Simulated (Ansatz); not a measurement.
**TiAl2: convergence and cost**

The task here is to estimate one member of a computed series from the others.

Method: DFT r2SCAN, scalar-relativistic, plane waves, PAW, in Ansatz 0.2.0.

1 further run of the same task is left out (for a known fault of the program).

## The system as given

Symmetry: Cmmm, No. 65, orthorhombic system. The conventional cell has a = 3.959 Å, b = 12.094 Å, c = 4.032 Å, α = 90.00°, β = 90.00°, γ = 90.00°. Ti (site symmetry m2m) is surrounded by 10 Al at 2.68 to 2.92 Å. Al (site symmetry mmm) has 4 Ti at 2.68 Å and 8 Al at 2.83 to 2.93 Å as nearest neighbours. Around Al (site symmetry m2m) lie 6 Al at 2.67 to 2.93 Å and 6 Ti at 2.84 to 2.92 Å. Al (site symmetry mmm) is surrounded by 4 Ti at 2.70 Å and 8 Al at 2.83 to 2.91 Å.

As a file:

```cif
data_structure
_symmetry_space_group_name_H-M 'Cmmm'
_symmetry_Int_Tables_number 65
_cell_length_a 3.9591
_cell_length_b 12.0944
_cell_length_c 4.0315
_cell_angle_alpha 90.000
_cell_angle_beta 90.000
_cell_angle_gamma 90.000
_cell_volume 193.04
loop_
_atom_site_label
_atom_site_type_symbol
_atom_site_symmetry_multiplicity
_atom_site_Wyckoff_symbol
_atom_site_fract_x
_atom_site_fract_y
_atom_site_fract_z
_atom_site_occupancy
Ti1 Ti 4 i 0.50000 0.85100 0.00000 1
Al1 Al 2 a 0.00000 0.00000 0.00000 1
Al2 Al 4 j 0.50000 0.67600 0.50000 1
Al3 Al 2 c 0.50000 0.00000 0.50000 1
```

Source of the structure: the Crystallography Open Database. It is taken as it stands there.

The first run:

The input, input.yaml:

```yaml
crystal:
  lattice:
    - [1.97955, -6.0472, 0.0]
    - [1.97955, 6.0472, 0.0]
    - [0.0, 0.0, 4.0315]
  atoms:
    - { symbol: Ti, position: [0.649, 0.351, 0.0] }
    - { symbol: Ti, position: [0.351, 0.649, 0.0] }
    - { symbol: Al, position: [0.0, 0.0, 0.0] }
    - { symbol: Al, position: [0.824, 0.176, 0.5] }
    - { symbol: Al, position: [0.176, 0.824, 0.5] }
    - { symbol: Al, position: [0.5, 0.5, 0.5] }
basis:
  ecutwfc: 500
kpoints:
  mp_grid: { grid: [6, 6, 4] }
hamiltonian:
  xc: r2scan
scf:
  occupations: { method: gaussian, width: 0.1 }
output:
  forces: true
  stress: true
  eigenvalues: true
```

Started as:

```sh
$ ansatz run input.yaml --threads 1 --pin off --max-ram 2560MiB --backend cpu --events-out ev --progress --plain --runs-dir out
```

Steps of the session up to this table: Probe: one point at the start; The base run, for reference; Plane-wave cutoff set to 150 eV; Plane-wave cutoff set to 200 eV; Plane-wave cutoff: 250 eV; Plane-wave cutoff set to 300 eV; Plane-wave cutoff: 350 eV; Plane-wave cutoff set to 380 eV; Plane-wave cutoff set to 460 eV; Plane-wave cutoff: 520 eV; Plane-wave cutoff set to 600 eV; Plane-wave cutoff set to 700 eV; Plane-wave cutoff: 850 eV.

One table of the session follows, with a row left open; its other results are not shown here.

It belongs to the step «What the plane-wave cutoff changes». 

| cutoff (eV) | ΔE (meV/atom) | pressure (GPa) | largest change of a force component (eV/Å) |
| --- | --- | --- | --- |
| 150 | 8219 | -2.03 | 0.456 |
| 200 | 1992 | -4.74 | 0.239 |
| 250 | 403 | 0.14 | 0.162 |
| 300 | 59.5 | -1.74 | 0.018 |
| 350 | 9.70 | -1.87 | 0.006 |
| 380 | 4.28 | -1.84 | 0.001 |
| 460 | 1.84 | -1.83 | 0.000 |
| 500 | 1.37 | -1.82 | 0.001 |
| 520 | 1.16 | -1.82 | 0.001 |
| 600 | 0.58 | -1.81 | 0.000 |
| 700 | ? | ? | ? |
| 850 | 0.00 | -1.82 | 0.000 |

Estimate the missing values for cutoff (eV) = 700.

Worked estimate for «ΔE (meV/atom)». A straight line through the neighbours (600, 0.58) and (850, 0.00) gives 0.58 + (0.00 − 0.58) × (700 − 600) / (850 − 600) = 0.35; a parabola fitted to 3 rows on both sides gives 0.12.

**Answer.** ΔE (meV/atom): 0.30; pressure (GPa): -1.82; largest change of a force component (eV/Å): 0.000. In «ΔE (meV/atom)» the line misses by +0.05 and the parabola by -0.18.

Limits of these values: The listed cell is far from this method's equilibrium (-1.8 GPa, forces up to 0.97 eV/Å), so its values are not those of the relaxed crystal. Warnings in the runs' records: cutoff below recommended.
